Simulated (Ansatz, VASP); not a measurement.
One calculation of HfO2, two programs

```
Hf O
1.0
     3.25238    0.00000    0.00000
    -1.62619    2.81664    0.00000
     0.00000    0.00000    5.66081
Hf O
1 2
Direct
  0.00000 0.00000 0.00000
  0.33333 0.66667 0.17133
  0.66667 0.33333 0.82867
```

Alike in both runs: functional PBE; k mesh 12 × 12 × 7; occupations fermi-dirac, width 0.1 eV; no spin polarisation.

Ansatz relaxed the structure, and its values are those at the end. VASP's run is a single point on that final structure, the one shown.

|  | VASP | Ansatz |
| --- | --- | --- |
| version | VASP 6.6.1 | Ansatz 0.2.0 |
| potentials or method | VASP PAW PBE potentials, release 64 (Hf_pv, O), cutoff 520 eV | all-electron LAPW, scalar-relativistic |

|  | VASP | Ansatz | Ansatz less VASP |
| --- | --- | --- | --- |
| gap on the k mesh at the Fermi level (eV) | 4.77 | 4.76 | -0.010 |
| pressure (GPa) | -2.0 | 0.0 | +2.05 |
| rms of the force components (eV/Å) | 0.095 | 0.000 | -0.0946 |

Ansatz ran all-electron here, so the differences hold the error of VASP's frozen core and of both bases.

Caveats: spin-orbit coupling is left out, which moves the levels of the heavy elements; an odd mesh through Γ misses points on the zone boundary, where band edges often lie. Expect the measured gap to be larger: semilocal functionals such as PBE lack the derivative discontinuity.
